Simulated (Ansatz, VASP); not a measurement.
# Two plane-wave programs on Se

File INCAR:

```
  PREC = Accurate
  ENCUT = 520
  EDIFF = 1E-6
  ISMEAR = 0
  SIGMA = 0.1
  LREAL = False
  LASPH = True
  NELM = 80
  ALGO = Normal
  ISIF = 2
  LWAVE = False
  LCHARG = False
  GGA = PE
  NBANDS = 9
```

The input KPOINTS:

```
regular mesh
0
Gamma
  18 18 18
```

Contents of POSCAR:

```
Se
1.0
   -1.6665156220      1.6665156220      1.6665156220
    1.6665156220     -1.6665156220      1.6665156220
    1.6665156220      1.6665156220     -1.6665156220
Se
1
Direct
    0.0000000000      0.0000000000      0.0000000000
```

Input for Ansatz:

```yaml
crystal:
  lattice:
    - [-1.666515622, 1.666515622, 1.666515622]
    - [1.666515622, -1.666515622, 1.666515622]
    - [1.666515622, 1.666515622, -1.666515622]
  atoms:
    - { symbol: Se, position: [0.0, 0.0, 0.0] }
basis:
  ecutwfc: 420
kpoints:
  mp_grid: { grid: [18, 18, 18] }
hamiltonian:
  xc: pbe
scf:
  occupations: { method: gaussian, width: 0.1 }
output:
  forces: true
  stress: true
  eigenvalues: true
  write_density: true
  write_potential: true
  elf: true
  volumetric_format: npy
```

Alike in both runs: task single point; functional PBE; k mesh 18 × 18 × 18; occupations gaussian, width 0.1 eV; no spin polarisation.

|  | VASP | Ansatz |
| --- | --- | --- |
| version | VASP 6.6.1 | Ansatz 0.2.0 |
| potentials or method | VASP PAW PBE potentials, release 64 (Se) | scalar-relativistic, plane waves, PAW |
| plane-wave cutoff (eV) | 520 | 420 |
| valence electrons in the cell | 6 | 16 |

```tsv
	VASP	Ansatz	Ansatz less VASP
gap on the k mesh at the Fermi level (eV)	none	none	-
pressure (GPa)	8.5	8.4	-0.02
```

A gap of «none» marks a metal or a gap that the smearing closes. The two sets of potentials don't hold the same shells in valence.
